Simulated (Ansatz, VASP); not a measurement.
## MoS2 (2H-MoS2 bilayer, 3R (AB)) in two plane-wave programs

Aim: how closely do two programs agree when they are given the same cell, functional and k mesh? The structure shown is the start of the Ansatz relaxation below; VASP solves that cell, so the two are compared at the walk's first step.

Main program and level: Ansatz 0.2.0; plane waves, with VASP 6.6.1 beside it; single point at PBEsol with D3(BJ).

### Step 1. The structure

The cell holds 6 atoms: 4 S and 2 Mo. Its edges and angles: a = 3.180 Å, b = 3.180 Å, c = 50.025 Å, α = 90.0°, β = 90.0°, γ = 120.0°. Vacuum lies along c.

Coordinates:

```cif
data_structure
_symmetry_space_group_name_H-M 'P 1'
_symmetry_Int_Tables_number 1
_cell_length_a 3.1800
_cell_length_b 3.1800
_cell_length_c 50.0252
_cell_angle_alpha 90.000
_cell_angle_beta 90.000
_cell_angle_gamma 120.000
_cell_volume 438.10
loop_
_atom_site_label
_atom_site_type_symbol
_atom_site_fract_x
_atom_site_fract_y
_atom_site_fract_z
_atom_site_occupancy
S1 S 0.33333 0.66667 0.40480 1
S2 S 0.33333 0.66667 0.47002 1
S3 S 0.66667 0.33333 0.52998 1
S4 S 0.66667 0.33333 0.59520 1
Mo5 Mo 0.00000 0.00000 0.43741 1
Mo6 Mo 0.33333 0.66667 0.56259 1
```

### Step 2. Ansatz: relaxation, PBEsol with D3(BJ)

Ansatz runs on its PAW soft_1 files.

The two programs are compared at the cell with which this relaxation starts, whose forces are those of its first step.

input.yaml

```yaml
crystal:
  lattice:
    - [3.18, 0.0, 0.0]
    - [-1.59, 2.753960784, 0.0]
    - [0.0, 0.0, 50.0251954735]
  atoms:
    - { symbol: S, position: [0.3333333333, 0.6666666667, 0.4047960195] }
    - { symbol: Mo, position: [0.0, 0.0, 0.4374055646] }
    - { symbol: S, position: [0.3333333333, 0.6666666667, 0.4700151097] }
    - { symbol: S, position: [0.6666666667, 0.3333333333, 0.5299848903] }
    - { symbol: Mo, position: [0.3333333333, 0.6666666667, 0.5625944354] }
    - { symbol: S, position: [0.6666666667, 0.3333333333, 0.5952039805] }
  periodic: [true, true, false]
kpoints:
  mp_grid: { grid: [12, 12, 1] }
hamiltonian:
  xc: pbesol
  dispersion: d3bj
  pseudopotentials: { kind: paw, azcp: { folder: soft_1 }, xc_functional: pbe }
scf:
  occupations: { method: fermi_dirac, width: 0.05 }
  convergence: { dr2_threshold: 1.0e-09 }
relax:
  f_tol: 0.004
  max_steps: 90
  cell: {}
output:
  write_potential: true
  write_density: true
  volumetric_format: npy
```

The run is started by

```bash
$ ansatz run input.yaml --threads 4 --pin off --max-ram 6144MiB --backend cpu --events-out ev --progress --plain --runs-dir out
```

Numbers of over 12 decimals in the logs are rounded to 6 here.

The log of the run:

```text
Warning: relax.cell: scf.convergence.dr2_threshold = 1e-9 eV is looser than the 1.57383960415e-10 eV advised for a relaxation that steers and ends on the stress (1e-10 eV for each atom of the cell: 6, times the square of relax.cell.stress_2d_tol = 0.05 N/m over 19.5 Å (the atoms' height at the walk's start and 5 Å past either face), 2.561e-2 GPa, over a crystal's default 0.05). What an SCF threshold leaves in a stress goes as its square root, and in the free energy as the threshold itself, and one threshold admits the most on a small cell: [figures from the program's tests cut] Set scf.convergence.dr2_threshold to 1.57383960415e-10 eV or tighter. [rest of the remark cut]
Engine: ansatz 0.2.0, x86_64-unknown-linux-gnu
Pseudopotentials: kind: paw
Pseudopotential: S, paw, valence charge 6, recommended cutoff 420 eV (normal), soft_1/S.paw.azcp
Pseudopotential: Mo, paw, valence charge 14, recommended cutoff 420 eV (normal), soft_1/Mo.paw.azcp
Functional definition: PBEsol
  exchange = pbesol_x
  correlation = pbesol_c
Crystal: 6 atoms, lattice volume = 438.100 Å³
Basis set: ecut = 420 eV, 8603 PW (Γ), exchange–correlation on 48×48×720 points (8 copies of the dense FFT grid, shifted against one another)
Bands: 32, of which v1, the nominal top of the filled ones, is band 26 counted from 1 (25 counted from 0)
Symmetry: 6 space group operations
Space group: P3m1 (ITA 156), of the structure as read, at distance tolerance 7.6e-5 Å
k-points: 19 of 144 (time reversal used)
Non-local potential: S, projectors of the file, l = 0: 2, l = 1: 2, l = 2: 1
Non-local potential: Mo, projectors of the file, l = 0: 3, l = 1: 2, l = 2: 2, l = 3: 1
PAW form: soft (Blöchl's): semilocal exchange-correlation on the pseudo side does not see the compensation charge
PAW frozen core: S, regenerated for the run's functional, and the local potential with it (the file was generated under x = pbe(κ = 0.804, μ = 0.219515), c = pbe(β = 0.066725))
PAW frozen core: Mo, regenerated for the run's functional, and the local potential with it (the file was generated under x = pbe(κ = 0.804, μ = 0.219515), c = pbe(β = 0.066725))
PAW one-centre angular grid: S, 110 points (default); XC on 64 Gauss nodes
PAW one-centre angular grid: Mo, 590 points (default); XC on 64 Gauss nodes
Initial density: superposition of atomic densities (neutral atoms: chi_scale 0, normalization atom)
Initial wavefunctions: pseudopotential atomic-orbital guess
Functional: x = pbesol(κ = 0.804, μ = 0.123457), c = pbesol(β = 0.046)
SCF iter   1: F=—  HF=-13344.967799 eV  |F-HF|=—  |Δ(HF+E_count)|=         —  Δρ=4.44e-2  dr2=1.39e1  ethr=3.10e-3  ⟨swp⟩=17.5  Hψ=5036  notcnv=0
preconditioner: auto → Resta (q_TF=auto, 1.913 Å⁻¹)  ε∞=2.6  [insulator: Δε(μ)=1.249 eV  Ē_g=8.361 eV  σ=0.050 eV  W_gap=1.00  n_scr=30 (ndim 8)  ℏωp=10.6 eV  f_vac=0.730  D(μ)=0.00/eV (n_scr^D=0)  ε∞_Penn≈2.6  vacuum switching on, ρ_ref=5.1e-3 e/Å³]
SCF iter   2: F=—  HF=-13343.923353 eV  |F-HF|=—  |Δ(HF+E_count)|=    1.04e0  Δρ=3.52e-2  dr2=1.68e1  ethr=3.10e-3  ⟨swp⟩=4.8  Hψ=2046  notcnv=0  defer=14
SCF iter   3: F=—  HF=-13342.018140 eV  |F-HF|=—  |Δ(HF+E_count)|=    1.91e0  Δρ=1.23e-2  dr2=6.57e-1  ethr=3.10e-3  ⟨swp⟩=5.0  Hψ=1861  notcnv=0  defer=6
SCF iter   4: F=—  HF=-13341.855584 eV  |F-HF|=—  |Δ(HF+E_count)|=   1.63e-1  Δρ=2.83e-3  dr2=4.78e-2  ethr=1.26e-3  ⟨swp⟩=3.6  Hψ=1446  notcnv=0  defer=7
SCF iter   5: F=—  HF=-13341.854113 eV  |F-HF|=—  |Δ(HF+E_count)|=   1.47e-3  Δρ=8.27e-4  dr2=1.20e-2  ethr=9.19e-5  ⟨swp⟩=4.4  Hψ=1635  notcnv=0  defer=6
SCF iter   6: F=—  HF=-13341.853651 eV  |F-HF|=—  |Δ(HF+E_count)|=   4.62e-4  Δρ=5.27e-4  dr2=4.97e-3  ethr=2.31e-5  ⟨swp⟩=3.6  Hψ=1066  notcnv=0  defer=6
SCF iter   7: F=—  HF=-13341.853326 eV  |F-HF|=—  |Δ(HF+E_count)|=   3.25e-4  Δρ=2.00e-4  dr2=7.03e-4  ethr=9.56e-6  ⟨swp⟩=2.2  Hψ=762  notcnv=0  defer=5
SCF iter   8: F=—  HF=-13341.853364 eV  |F-HF|=—  |Δ(HF+E_count)|=   3.75e-5  Δρ=1.27e-4  dr2=2.38e-4  ethr=1.35e-6  ⟨swp⟩=3.3  Hψ=1122  notcnv=0  defer=5
SCF iter   9: F=—  HF=-13341.853346 eV  |F-HF|=—  |Δ(HF+E_count)|=   1.77e-5  Δρ=6.45e-5  dr2=3.67e-5  ethr=4.57e-7  ⟨swp⟩=2.5  Hψ=937  notcnv=0  defer=5
SCF iter  10: F=—  HF=-13341.853354 eV  |F-HF|=—  |Δ(HF+E_count)|=   7.94e-6  Δρ=4.36e-5  dr2=6.66e-5  ethr=7.05e-8  ⟨swp⟩=3.3  Hψ=1238  notcnv=0  defer=5
[...]
SCF iter   6: F=—  HF=-13342.263566 eV  |F-HF|=—  |Δ(HF+E_count)|=   1.42e-7  Δρ=2.80e-6  dr2=1.40e-7  ethr=1.19e-9  ⟨swp⟩=2.9  Hψ=947  notcnv=0
SCF iter   7: F=—  HF=-13342.263566 eV  |F-HF|=—  |Δ(HF+E_count)|=   3.01e-9  Δρ=1.59e-6  dr2=5.44e-8  ethr=2.68e-10  ⟨swp⟩=3.7  Hψ=1279  notcnv=0
SCF iter   8: F=—  HF=-13342.263566 eV  |F-HF|=—  |Δ(HF+E_count)|=   2.25e-9  Δρ=7.45e-7  dr2=1.12e-8  ethr=1.05e-10  ⟨swp⟩=2.8  Hψ=903  notcnv=0
SCF iter   9: F=-13342.263566 eV  HF=-13342.263566 eV  |F-HF|=2.04e-10  |Δ(HF+E_count)|=  9.06e-10  Δρ=1.39e-7  dr2=2.16e-10  ethr=1.92e-12  ⟨swp⟩=11.6  Hψ=5864  notcnv=0
SCF 6 converged in 9 iterations: F = -13342.263566 eV  dr2 = 2.16e-10
relax step   6: F+E_penalty+E_count = -13342.26356612 eV  Δ(F+E_penalty+E_count) = -1.723e-5 eV  max|allowed force component| = 4.813e-4 eV/Å  Δτ_max = 0.0032 Å  P = -0.001 N/m  Ω = 420.671 Å³  energy of the carried Pulay correction = +7.462e-4 eV  fix = [c, alpha, beta]  reactions: c -0.000 N/m  (9 SCF iters, accepted)
Initial wavefunctions: pseudopotential atomic-orbital guess (no wavefunctions were taken with the density)
iter 1 solved again at ethr=3.80e-7 eV; its pass at ethr=3.10e-3 eV (dr2=1.97e-4 eV) is discarded
SCF iter   1: F=—  HF=-13342.262908 eV  |F-HF|=—  |Δ(HF+E_count)|=         —  Δρ=2.41e-5  dr2=3.59e-7  ethr=3.80e-7  ⟨swp⟩=6.7  Hψ=8449  notcnv=0
preconditioner: auto → Resta (q_TF=auto, 1.926 Å⁻¹)  ε∞=2.9  [insulator: Δε(μ)=0.994 eV  Ē_g=7.956 eV  σ=0.050 eV  W_gap=1.00  n_scr=30 (ndim 8)  ℏωp=10.9 eV  f_vac=0.746  D(μ)=0.00/eV (n_scr^D=0)  ε∞_Penn≈2.9  vacuum switching on, ρ_ref=4.6e-3 e/Å³]
SCF iter   2: F=—  HF=-13342.262790 eV  |F-HF|=—  |Δ(HF+E_count)|=   1.18e-4  Δρ=1.21e-5  dr2=8.41e-8  ethr=6.90e-10  ⟨swp⟩=5.0  Hψ=2056  notcnv=0
SCF iter   3: F=—  HF=-13342.262790 eV  |F-HF|=—  |Δ(HF+E_count)|=   1.50e-7  Δρ=2.96e-6  dr2=1.68e-8  ethr=1.62e-10  ⟨swp⟩=3.6  Hψ=1378  notcnv=0
SCF iter   4: F=—  HF=-13342.262790 eV  |F-HF|=—  |Δ(HF+E_count)|=   1.19e-8  Δρ=1.17e-6  dr2=3.02e-8  ethr=3.22e-11  ⟨swp⟩=3.2  Hψ=1146  notcnv=0
SCF iter   5: F=-13342.262790 eV  HF=-13342.262790 eV  |F-HF|=3.73e-10  |Δ(HF+E_count)|=   2.76e-9  Δρ=3.54e-7  dr2=6.41e-10  ethr=1.92e-12  ⟨swp⟩=15.7  Hψ=6346  notcnv=0
SCF 7 converged in 5 iterations: F = -13342.262790 eV  dr2 = 6.41e-10
relax step   7: F+E_penalty+E_count = -13342.26279000 eV  Δ(F+E_penalty+E_count) = +7.761e-4 eV  max|allowed force component| = 4.671e-4 eV/Å  Δτ_max = 0.0000 Å  P = -0.001 N/m  Ω = 420.671 Å³  fix = [c, alpha, beta]  reactions: c -0.000 N/m  stress off target by 9.57e-4 N/m on what of the cell is left free  SCF on the basis re-selected at this cell (its energy is not comparable with the rows above)  (5 SCF iters)
basis re-selected at this cell: Δ(F+E_penalty+E_count) = +7.761e-4 eV, ΔP = -0.000 N/m vs the last step (what re-selecting the basis moved, of the pressure what is left beyond the Pulay correction that the steps carried, after the strain that the cell walked since its last selection, with what the two solves' SCF thresholds leave and, on support functions, any second-order correction that the steps lacked; it is no m [...]
WARN: The output density's exchange-correlation potential varies sharply where the density is thin. Do not read a vacuum level from v_tot or v_xc, or from such a field of the output density. On a cell that repeats whose density bears no net charge and no dipole along the vacuum's axis use v_es (v_loc + v_h of the components); under efield.dipole_correction with no amplitude use v_es + v_field, which holds any externa [...]
SCF converged after 5 iterations
Free energy (F): -13342.262790 eV
Harris-Foulkes:  -13342.262790 eV  (|F-HF|=3.73e-10)
Internal energy: -13342.262788 eV  (E = F + TS)
E sigma→0 (E₀):  -13342.262789 eV
Entropy (-TS):   -0.000002 eV (-0.000 meV/atom)
Fermi energy:    -4.774597 eV
--- Per-component energies (eV) ---
  E_band       = -1154.530287
  E_kinetic    = 1273.146801
  E_local      = -262125.623021  (includes V_loc(G=0)·N_el)
  E_nonlocal   = 438.530662
  E_hartree    = 130196.028913
  E_xc         = -705.402801
  E_vxc        = -772.659269  (∫ρ·V_xc dr)
  E_paw        = -8677.485484  (= ΣΔE_a)
  E_vpaw       = -359.984406  (= ΣTr[D̂ρ^β])
  E_aug_tail   = 0.000081  (compensation charges beyond the density's cutoff)
  E_ewald      = 126259.816434
  E_disp       = -1.940771  (pairwise vdW)
  E_core_change = 0.666397  (= ΣΔE_core)
  E_smearing   = -0.000002  (= −TS)
  E_closure    = 0.000000  (closes the sum)
  Σ components = -13342.262790   (vs F -13342.262790, Δ=0.00e0)
--- Forces (eV/Å), atoms counted from 1 ---
  atom   1  S      0.00000000    -0.00000000    -0.00017429
  atom   2  Mo    -0.00000000     0.00000000     0.00046667
  atom   3  S      0.00000000    -0.00000000     0.00011812
  atom   4  S      0.00000000    -0.00000000    -0.00032489
  atom   5  Mo     0.00000000     0.00000000     0.00003480
  atom   6  S      0.00000000    -0.00000000    -0.00012302
  max |Σ_I F_I| component: 2.61e-6 eV/Å
--- 2D stress c σ (N/m, compression-positive) ---
       -0.000957      -0.000000      -0.000000
        0.000000      -0.000957      -0.000000
       -0.000000      -0.000000      -0.000000
  P = ½ c Tr σ = -0.0010 N/m
--- Band table (eV; the first three rows and the last of 19) ---
  k-point 0: bands = [... 22 lower, -7.3250, -7.1939, -6.3160, -5.2212, -3.1083, -3.1083, -2.9711, -2.9711, ... 2 higher]
  k-point 1: bands = [... 22 lower, -7.2709, -6.8392, -6.3204, -5.4184, -3.2081, -3.1259, -3.0510, -3.0441, ... 2 higher]
  k-point 2: bands = [... 22 lower, -7.2858, -6.7878, -6.4472, -6.0020, -3.6694, -3.4006, -3.3117, -3.2271, ... 2 higher]
  k-point 18: bands = [... 22 lower, -8.2939, -8.0271, -6.0085, -5.8764, -4.1064, -4.0039, -3.0629, -3.0041, ... 2 higher]
  the weakly bound empty levels are not read free of the cell's end (no_gap_told)
--- Relaxed structure (6 steps of the walk, 6 accepted, 1 SCFs on fresh bases) ---
  F+E_penalty+E_count = -13342.26279000 eV   max|allowed force component| = 4.671e-4 eV/Å   (the final SCF, on the basis selected at the relaxed cell)
  cell:  # Å, volume = 420.6709 Å³
    - [3.116101, 0, 0]
    - [-1.558050, 2.698622, 0]
    - [0, 0, 50.0251954735]
  atoms:
    - { symbol: S, position: [0.333333, 0.666667, 0.410678] }
    - { symbol: Mo, position: [-1.850371707681668e-17, -2.467162276908891e-17, 0.441948] }
    - { symbol: S, position: [0.333333, 0.666667, 0.473125] }
    - { symbol: S, position: [0.666667, 0.333333, 0.526856] }
    - { symbol: Mo, position: [0.333333, 0.666667, 0.558077] }
    - { symbol: S, position: [0.666667, 0.333333, 0.589315] }
```

[end of part 1 of 2]

[Lines on the potential files, build, host, timing and source positions are cut from VASP's logs without a mark.]

[Logs are printed without paths, hosts, clocks, repeated set-up lines and the standing remarks that a program may print on its own settings, such as how far it seeks lower states.]

[Hosts, paths, dates, database ids (printed as entryN), source tags and the programs' standing remarks are cut or masked in the printed files.]
